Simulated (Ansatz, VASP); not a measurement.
## One calculation of LiCl, two programs

Contents of INCAR:

```
SYSTEM = LiCl
PREC = Accurate
ENCUT = 520
EDIFF = 1E-7
ISMEAR = 0
SIGMA = 0.1
LREAL = .False.
LASPH = .True.
NELM = 100
ALGO = Normal
ISIF = 2
LWAVE = .False.
LCHARG = .False.
GGA = PE
NBANDS = 18
```

KPOINTS

```
regular mesh
0
Gamma
  6 6 4
  0 0 0
```

Contents of POSCAR:

```
LiCl
1.0
    3.8179253398      0.0000000000      0.0000000000
   -1.9089626699      3.3064203340      0.0000000000
    0.0000000000      0.0000000000      6.3080164704
Li Cl
2 2
Direct
    0.3333333333      0.6666666667      0.0075900355
    0.6666666667      0.3333333333      0.5075900355
    0.3333333333      0.6666666667      0.3774099645
    0.6666666667      0.3333333333      0.8774099645
```

Input for Ansatz:

```yaml
crystal:
  lattice:
    - [3.8179253398, 0.0, 0.0]
    - [-1.9089626699, 3.306420334, 0.0]
    - [0.0, 0.0, 6.3080164704]
  atoms:
    - { symbol: Li, position: [0.3333333333, 0.6666666667, 0.0075900355] }
    - { symbol: Li, position: [0.6666666667, 0.3333333333, 0.5075900355] }
    - { symbol: Cl, position: [0.3333333333, 0.6666666667, 0.3774099645] }
    - { symbol: Cl, position: [0.6666666667, 0.3333333333, 0.8774099645] }
basis:
  ecutwfc: 420
kpoints:
  mp_grid: { grid: [6, 6, 4] }
hamiltonian:
  xc: pbe
scf:
  occupations: { method: gaussian, width: 0.1 }
output:
  forces: true
  stress: true
  eigenvalues: true
```

Alike in both runs: task single point; functional PBE; k mesh 6 × 6 × 4; occupations gaussian, width 0.1 eV; no spin polarisation.

```csv
,VASP,Ansatz
version,VASP 6.6.1,Ansatz 0.2.0
potentials or method,"VASP PAW PBE potentials, release 64 (Li_sv, Cl)","scalar-relativistic, plane waves, PAW"
plane-wave cutoff (eV),520,420
valence electrons in the cell,20,20
```

|  | VASP | Ansatz | Ansatz less VASP |
| --- | --- | --- | --- |
| gap on the k mesh at the Fermi level (eV) | 6.13 | 6.13 | -0.006 |
| least direct gap on the mesh (eV) | 6.13 | 6.13 | -0.006 |
| rms of the force components (eV/Å) | 0.037 | 0.036 | -0.0003 |

Atom by atom the forces differ by 0.000 eV/Å (rms over components).

 A k mesh can miss the band edges.
